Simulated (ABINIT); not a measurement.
# Ta (Im-3m) in ABINIT: settings compared

Aim: see how the results for Ta move with the level of theory and the settings. Levels: BP86, HCTH407, rPW86PBE, r2SCAN. Tasks: equation of state, band structure.

Program: ABINIT 10.8.3 (patched build). These are calculated values, not measurements. Logs are shortened: lines on timing, memory, paths and dates and some standing lists are left out, and cuts for length are marked. The log counts tension as positive stress, the text compression.

**Measured values to compare with.**

“Refinement of the equation of state of tantalum”, 2004, arxiv:cond-mat/0403080 quotes, for a bulk crystal of Ta: bulk modulus 194 GPa.

How close the calculation comes is told below.

## (1) The crystal as given

It takes space group Im-3m (No. 229, cubic). The conventional cell has a = 3.303 Å, b = 3.303 Å, c = 3.303 Å, α = 90.00°, β = 90.00°, γ = 90.00°. Ta (site symmetry m-3m) is surrounded by 8 Ta at 2.86 Å.

## (2) Equation of state, BP86

The input, run.abi:

```
# Datasets: one volume each
ndtset 7
getwfk -1
scalecart1 3*0.9795861087
scalecart2 3*0.9864848297
scalecart3 3*0.9932883884
scalecart4 3*1.0000000000
scalecart5 3*1.0066227096
scalecart6 3*1.0131594038
scalecart7 3*1.0196128224

# Pseudopotentials
pp_dirpath "./"
pseudos "Ta.GGA_PBE-JTH.xml"

# Structure
acell 3*1.0 Angstrom
rprim
    -1.6512800000     1.6512800000     1.6512800000
     1.6512800000    -1.6512800000     1.6512800000
     1.6512800000     1.6512800000    -1.6512800000
ntypat 1
znucl 73
natom 1
typat 1
xred
     0.0000000000     0.0000000000     0.0000000000

# Plane-wave basis
ecut 15.0
pawecutdg 30.0

# k points
kptopt 1
ngkpt 11 11 11
nshiftk 1
shiftk 0.0 0.0 0.0

# Exchange and correlation
ixc -106132

# Bands and occupations
nband 11
occopt 3
tsmear 0.05 eV

# SCF cycle
nstep 100
tolvrs 1.0e-9

# Output
iomode 3
prtwf 1
prtden 0
prteig 0
prtebands 0
enunit 2
```

Potentials or basis: JTH PAW PBE v2.0.

The run is started by

```console
abinit run.abi > log 2>&1
```

run.abo:

```text
.Version 10.8.3 of ABINIT
 DATASET    1 : space group Im -3 m (#229); Bravais cI (body-center cubic)
================================================================================
 Values of the parameters that define the memory need for DATASET  1.
     intxc =       0    ionmov =       0      iscf =      17    lmnmax =      18
     lnmax =       6     mgfft =      20  mpssoang =       3    mqgrid =    3001
     natom =       1  nloc_mem =       2    nspden =       1   nspinor =       1
    nsppol =       1      nsym =      48    n1xccc =       1    ntypat =       1
    occopt =       3   xclevel =       2
       mpw =         329          nfft =        8000          nkpt =          56
 PAW method is used; the additional fine FFT grid is defined by:
   mgfftf=        30    nfftf =     27000
================================================================================
================================================================================
[... 71 lines left out ...]
 DATASET    7 : space group Im -3 m (#229); Bravais cI (body-center cubic)
================================================================================
 Values of the parameters that define the memory need for DATASET  7.
     intxc =       0    ionmov =       0      iscf =      17    lmnmax =      18
     lnmax =       6     mgfft =      20  mpssoang =       3    mqgrid =    3001
     natom =       1  nloc_mem =       2    nspden =       1   nspinor =       1
    nsppol =       1      nsym =      48    n1xccc =       1    ntypat =       1
    occopt =       3   xclevel =       2
       mpw =         370          nfft =        8000          nkpt =          56
 PAW method is used; the additional fine FFT grid is defined by:
   mgfftf=        30    nfftf =     27000
================================================================================
================================================================================

--------------------------------------------------------------------------------
------------- Echo of variables that govern the present computation ------------
--------------------------------------------------------------------------------
 -outvars: echo values of preprocessed input variables --------
            acell      1.8897261259E+00  1.8897261259E+00  1.8897261259E+00 Bohr
              amu      1.80947900E+02
             ecut      1.50000000E+01 Hartree
           enunit           2
           getwfk          -1
                       outvar_i_n : Printing only first  50 k-points.
              ixc     -106132
           jdtset        1    2    3    4    5    6    7
                       outvar_i_n : Printing only first  50 k-points.
         kptrlatt       11    0    0      0   11    0      0    0   11
          kptrlen1     5.82392158E+01
          kptrlen2     5.86493646E+01
          kptrlen3     5.90538558E+01
          kptrlen4     5.94528804E+01
          kptrlen5     5.98466196E+01
          kptrlen6     6.02352449E+01
          kptrlen7     6.06189192E+01
            natom           1
            nband          11
           ndtset           7
            ngfft          20      20      20
          ngfftdg          30      30      30
             nkpt          56
            nstep         100
             nsym          48
           ntypat           1
                       prtocc : prtvol=0, do not print more k-points.
           occopt           3
        pawecutdg      3.00000000E+01 Hartree
         pawxcdev           0
           prtden           0
        prtebands           0
           prteig           0
            rprim1    -1.6175709496E+00  1.6175709496E+00  1.6175709496E+00
                       1.6175709496E+00 -1.6175709496E+00  1.6175709496E+00
                       1.6175709496E+00  1.6175709496E+00 -1.6175709496E+00
            rprim2    -1.6289626696E+00  1.6289626696E+00  1.6289626696E+00
                       1.6289626696E+00 -1.6289626696E+00  1.6289626696E+00
                       1.6289626696E+00  1.6289626696E+00 -1.6289626696E+00
            rprim3    -1.6401972500E+00  1.6401972500E+00  1.6401972500E+00
                       1.6401972500E+00 -1.6401972500E+00  1.6401972500E+00
                       1.6401972500E+00  1.6401972500E+00 -1.6401972500E+00
            rprim4    -1.6512800000E+00  1.6512800000E+00  1.6512800000E+00
                       1.6512800000E+00 -1.6512800000E+00  1.6512800000E+00
                       1.6512800000E+00  1.6512800000E+00 -1.6512800000E+00
            rprim5    -1.6622159479E+00  1.6622159479E+00  1.6622159479E+00
                       1.6622159479E+00 -1.6622159479E+00  1.6622159479E+00
                       1.6622159479E+00  1.6622159479E+00 -1.6622159479E+00
            rprim6    -1.6730098603E+00  1.6730098603E+00  1.6730098603E+00
                       1.6730098603E+00 -1.6730098603E+00  1.6730098603E+00
                       1.6730098603E+00  1.6730098603E+00 -1.6730098603E+00
            rprim7    -1.6836662614E+00  1.6836662614E+00  1.6836662614E+00
                       1.6836662614E+00 -1.6836662614E+00  1.6836662614E+00
                       1.6836662614E+00  1.6836662614E+00 -1.6836662614E+00
          spgroup         229
           tolvrs      1.00000000E-09
           tsmear      1.83746611E-03 Hartree
            typat      1
           useylm           1
                       outvars : Printing only first  50 k-points.
            znucl       73.00000

================================================================================

 chkinp: Checking input parameters for consistency, jdtset=   1.

 chkinp: Checking input parameters for consistency, jdtset=   2.

 chkinp: Checking input parameters for consistency, jdtset=   3.

 chkinp: Checking input parameters for consistency, jdtset=   4.
[... 35 lines left out ...]
 getcut : COMMENT -
  Note that boxcut > 2.2 ; recall that boxcut=Gcut(box)/Gcut(sphere) = 2
  is sufficient for exact treatment of convolution.
  Such a large boxcut is a waste : you could raise ecut
  e.g. ecut=   39.610160 Hartrees makes boxcut=2

--- Pseudopotential description ------------------------------------------------
- pspini: atom type   1  psp file is ./Ta.GGA_PBE-JTH.xml
 Pseudopotential format is: paw10
 basis_size (lnmax)=  6 (lmn_size= 18), orbitals=   0   0   1   1   2   2
 Spheres core radius: rc_sph= 2.41973345
 Shapefunction is SIN type: shapef(r)=[sin(pi*r/rshp)/(pi*r/rshp)]**2
 Radius for shape functions =  2.11065461
 Compensation charge density is not taken into account in XC energy/potential

   9.99818744E+02                                ecore*ucvol(ha*bohr**3)
--------------------------------------------------------------------------------

================================================================================

--- !BeginCycle
iteration_state: {dtset: 1, }
solver: {iscf: 17, nstep: 100, nline: 4, wfoptalg: 10, }
tolerances: {tolvrs: 1.00E-09, }
...

     iter   Etot(hartree)      deltaE(h)  residm     nres2
 ETOT  1  -57.907386459678    -5.791E+01 1.249E+01 2.317E+00
 ETOT  2  -59.049492419534    -1.142E+00 8.787E-02 1.371E+00
 ETOT  3  -59.043727795298     5.765E-03 4.647E-02 3.282E-01
 ETOT  4  -59.042233114865     1.495E-03 2.841E-02 5.102E-03
 ETOT  5  -59.042372073688    -1.390E-04 2.612E-03 4.662E-03
 ETOT  6  -59.042343696666     2.838E-05 1.841E-03 2.049E-05
 ETOT  7  -59.042345272184    -1.576E-06 4.488E-04 1.747E-06
 ETOT  8  -59.042345279184    -7.000E-09 1.633E-04 8.417E-07
 ETOT  9  -59.042345277047     2.136E-09 1.568E-04 1.109E-07
 ETOT 10  -59.042345277008     3.929E-11 3.863E-05 5.157E-09
 ETOT 11  -59.042345277000     7.915E-12 7.360E-05 5.340E-10
[... 1215 lines left out ...]
 Cartesian components of stress tensor (hartree/bohr^3)
  sigma(1 1)=  3.34023084E-04  sigma(3 2)=  0.00000000E+00
  sigma(2 2)=  3.34023084E-04  sigma(3 1)=  0.00000000E+00
  sigma(3 3)=  3.34023084E-04  sigma(2 1)=  0.00000000E+00

-Cartesian components of stress tensor (GPa)         [Pressure= -9.8273E+00 GPa]
- sigma(1 1)=  9.82729843E+00  sigma(3 2)=  0.00000000E+00
- sigma(2 2)=  9.82729843E+00  sigma(3 1)=  0.00000000E+00
- sigma(3 3)=  9.82729843E+00  sigma(2 1)=  0.00000000E+00

== END DATASET(S) ==============================================================
================================================================================

 -outvars: echo values of variables after computation  --------
            acell      1.8897261259E+00  1.8897261259E+00  1.8897261259E+00 Bohr
           etotal1    -5.9042345277E+01
           etotal2    -5.9043520422E+01
           etotal3    -5.9044292599E+01
           etotal4    -5.9044664899E+01
           etotal5    -5.9044706324E+01
           etotal6    -5.9044442413E+01
           etotal7    -5.9043886972E+01
            fcart1    -0.0000000000E+00 -0.0000000000E+00 -0.0000000000E+00
            fcart2    -0.0000000000E+00 -0.0000000000E+00 -0.0000000000E+00
            fcart3    -0.0000000000E+00 -0.0000000000E+00 -0.0000000000E+00
            fcart4    -0.0000000000E+00 -0.0000000000E+00 -0.0000000000E+00
            fcart5    -0.0000000000E+00 -0.0000000000E+00 -0.0000000000E+00
            fcart6    -0.0000000000E+00 -0.0000000000E+00 -0.0000000000E+00
            fcart7    -0.0000000000E+00 -0.0000000000E+00 -0.0000000000E+00
            rprim1    -1.6175709496E+00  1.6175709496E+00  1.6175709496E+00
                       1.6175709496E+00 -1.6175709496E+00  1.6175709496E+00
                       1.6175709496E+00  1.6175709496E+00 -1.6175709496E+00
            rprim2    -1.6289626696E+00  1.6289626696E+00  1.6289626696E+00
                       1.6289626696E+00 -1.6289626696E+00  1.6289626696E+00
                       1.6289626696E+00  1.6289626696E+00 -1.6289626696E+00
            rprim3    -1.6401972500E+00  1.6401972500E+00  1.6401972500E+00
                       1.6401972500E+00 -1.6401972500E+00  1.6401972500E+00
[... 9 lines left out ...]
                       1.6730098603E+00  1.6730098603E+00 -1.6730098603E+00
            rprim7    -1.6836662614E+00  1.6836662614E+00  1.6836662614E+00
                       1.6836662614E+00 -1.6836662614E+00  1.6836662614E+00
                       1.6836662614E+00  1.6836662614E+00 -1.6836662614E+00
           strten1    -5.1672562357E-04 -5.1672562357E-04 -5.1672562357E-04
                       0.0000000000E+00  0.0000000000E+00  0.0000000000E+00
           strten2    -3.3555693756E-04 -3.3555693756E-04 -3.3555693756E-04
                       0.0000000000E+00  0.0000000000E+00  0.0000000000E+00
           strten3    -1.7348143940E-04 -1.7348143940E-04 -1.7348143940E-04
                       0.0000000000E+00  0.0000000000E+00  0.0000000000E+00
           strten4    -2.4063183728E-05 -2.4063183728E-05 -2.4063183728E-05
                       0.0000000000E+00  0.0000000000E+00  0.0000000000E+00
           strten5     1.0815903357E-04  1.0815903357E-04  1.0815903357E-04
                       0.0000000000E+00  0.0000000000E+00  0.0000000000E+00
           strten6     2.2706755383E-04  2.2706755383E-04  2.2706755383E-04
                       0.0000000000E+00  0.0000000000E+00  0.0000000000E+00
           strten7     3.3402308429E-04  3.3402308429E-04  3.3402308429E-04
                       0.0000000000E+00  0.0000000000E+00  0.0000000000E+00
 Calculation completed.
```

Run time: 39 s. Hardware: 1 thread of Arm Neoverse V1, shared host; peak memory 0.12 GiB.

What came out:

- Equilibrium volume: 18.23 Å³/atom
- Bulk modulus: 197 GPa
- Pressure derivative of the bulk modulus: 4.0

Energy against volume, from the lowest point:
| volume (Å³/atom) | energy (meV/atom) |
| --- | --- |
| 16.930 | 64.25 |
| 17.290 | 32.27 |
| 17.650 | 11.26 |
| 18.010 | 1.13 |
| 18.371 | 0.00 |
| 18.731 | 7.18 |
| 19.091 | 22.30 |

Caveat: the cutoff is too short for stress, so the log's stress isn't used; pressures at fixed basis lie under the slope of the energies; the PAW data sets were made with another functional, which shifts forces and pressure a little.

## (3) Equation of state, HCTH407

run.abi: that of step 2 with these lines changed.

```diff
@@ -1,2 +1 @@
-# Datasets: one volume each
 ndtset 7
@@ -11,3 +10,2 @@
 
-# Pseudopotentials
 pp_dirpath "./"
@@ -15,3 +13,2 @@
 
-# Structure
 acell 3*1.0 Angstrom
@@ -28,7 +25,5 @@
 
-# Plane-wave basis
-ecut 15.0
+ecut 408.170794 eV
 pawecutdg 30.0
 
-# k points
 kptopt 1
@@ -38,6 +33,4 @@
 
-# Exchange and correlation
-ixc -106132
+ixc 27
 
-# Bands and occupations
 nband 11
@@ -46,3 +39,2 @@
 
-# SCF cycle
 nstep 100
@@ -50,3 +42,2 @@
 
-# Output
 iomode 3
@@ -56,2 +47,2 @@
 prtebands 0
-enunit 2
+enunit 1
```

Potentials or basis: JTH PAW PBE v2.0.

The run is started by

```console
abinit run.abi > log 2>&1
```

Wall time 54 s (1 thread of Arm Neoverse V1, shared host); peak memory 0.12 GiB.

Results (log left out):

| Property | Result |
| --- | --- |
| Equilibrium volume | 17.71 Å³/atom (rough: see the caveat) |
| Bulk modulus | 200 GPa (rough) |

Energy against volume, from the lowest point:
| volume (Å³/atom) | energy (meV/atom) |
| --- | --- |
| 16.930 | 21.89 |
| 17.290 | 5.94 |
| 17.650 | 0.00 |
| 18.010 | 2.39 |
| 18.371 | 14.60 |
| 18.731 | 34.54 |
| 19.091 | 61.72 |

Caveat: the cutoff is too short for stress, so the log's stress isn't used; pressures at fixed basis lie under the slope of the energies; the fit is doubtful: noisy points or a state that changes with volume; the PAW data sets were made with another functional, which shifts forces and pressure a little.

## (4) Band structure, rPW86PBE

The input, run.abi:

```
ndtset 2

pp_dirpath "./"
pseudos "Ta.GGA_PBE-JTH.xml"

acell 3*1.0
rprim
    -3.1204669551     3.1204669551     3.1204669551
     3.1204669551    -3.1204669551     3.1204669551
     3.1204669551     3.1204669551    -3.1204669551
ntypat 1
znucl 73
natom 1
typat 1
xred
     0.0000000000     0.0000000000     0.0000000000

ecut 408.170794 eV
pawecutdg 30.0

ixc -144130

occopt 3
tsmear 0.05 eV

nstep 100

iomode 3
prtwf 0
prteig 0
prtebands 0
enunit 1
prtden1 1

kptopt1 1
ngkpt1 11 11 11
nshiftk1 1
shiftk1 0.0 0.0 0.0
nband1 11
tolvrs1 1.0e-9

iscf2 -2
getden2 1
nband2 15
nbdbuf2 2
tolwfr2 1.0e-12
kptopt2 -5
ndivsm2 6
prteig2 1
prtvol2 -3
kptbounds2
     0.0000000000     0.0000000000     0.0000000000
     0.5000000000    -0.5000000000     0.5000000000
     0.0000000000     0.0000000000     0.5000000000
     0.0000000000     0.0000000000     0.0000000000
     0.2500000000     0.2500000000     0.2500000000
     0.5000000000    -0.5000000000     0.5000000000
```

The run is started by

```console
abinit run.abi > log 2>&1
```

Wall time 12 s (1 thread of Arm Neoverse V1, shared host); peak memory 0.12 GiB.

It converged, with:

- Free energy: -1604.0452 eV
- Band gap on the k mesh: none (metal or under the smearing width)
- Valence electrons inside the program's atomic spheres: Ta 10.66 (radii [1.2805] Å)

Levels at the corners of the path, in eV from the Fermi level:
```tsv
point	band 4	band 5	band 6	band 7	band 8	band 9
Γ	-33.00	-7.90	0.75	0.75	0.75	4.01
H	-33.82	-3.83	-3.83	6.84	6.84	6.84
N	-33.01	-4.38	-1.53	1.60	3.90	4.93
Γ	-33.00	-7.90	0.75	0.75	0.75	4.01
P	-33.60	-1.23	-1.23	-1.23	5.10	5.10
H	-33.82	-3.83	-3.83	6.84	6.84	6.84
```

Caveat: the cutoff is too short for stress, so the log's stress isn't used; the PAW data sets were made with another functional, which shifts forces and pressure a little; spin-orbit coupling is left out, which moves the levels of the heavy elements.

## (5) Equation of state, r2SCAN

The input, run.abi:

```
# Datasets: one volume each
ndtset 7
getwfk -1
scalecart1 3*0.9795861087
scalecart2 3*0.9864848297
scalecart3 3*0.9932883884
scalecart4 3*1.0000000000
scalecart5 3*1.0066227096
scalecart6 3*1.0131594038
scalecart7 3*1.0196128224

# Pseudopotentials
pp_dirpath "./"
pseudos "Ta.GGA_PBE-JTH.xml"

# Structure
acell 3*1.0 Angstrom
rprim
    -1.6512800000     1.6512800000     1.6512800000
     1.6512800000    -1.6512800000     1.6512800000
     1.6512800000     1.6512800000    -1.6512800000
ntypat 1
znucl 73
natom 1
typat 1
xred
     0.0000000000     0.0000000000     0.0000000000

# Plane-wave basis
ecut 12.0
pawecutdg 24.0

# k points
kptopt 1
ngkpt 11 11 11
nshiftk 1
shiftk 0.0 0.0 0.0

# Exchange and correlation
ixc -497498
usekden 1
pawxcdev 0

# Bands and occupations
nband 11
occopt 3
tsmear 0.05 eV

# SCF cycle
nstep 100
tolvrs 1.0e-7

# Output
iomode 3
prtwf 1
prtden 0
prteig 0
prtebands 0
enunit 1
```

The run is started by

```console
abinit run.abi > log 2>&1
```

Wall time 82 s (1 thread of Arm Neoverse V1, shared host); peak memory 0.12 GiB.

It converged, with:

```yaml
Equilibrium_volume: "18.18 Å³/atom (rough: see the caveat)"
Bulk_modulus: 161 GPa (rough)
```

Energy against volume, from the lowest point:
```tsv
volume (Å³/atom)	energy (meV/atom)
16.930	49.26
17.290	21.98
17.650	6.79
18.010	0.00
18.371	1.01
18.731	3.93
19.091	20.05
```

Caveat: the cutoff is too short for stress, so the log's stress isn't used; pressures at fixed basis lie under the slope of the energies; the fit is doubtful: noisy points or a state that changes with volume; the PAW data sets were made with another functional, which shifts forces and pressure a little. Spin-orbit coupling is left out, which matters for the levels of Ta.

## (6) How close it comes

Step 2. A measured bulk modulus of Ta is 194 GPa (quoted in “Refinement of the equation of state of tantalum”, 2004, arxiv:cond-mat/0403080); the calculated 197 GPa misses it by +1.6 %. The fit is for a static lattice scaled at fixed shape and fixed fractional positions.
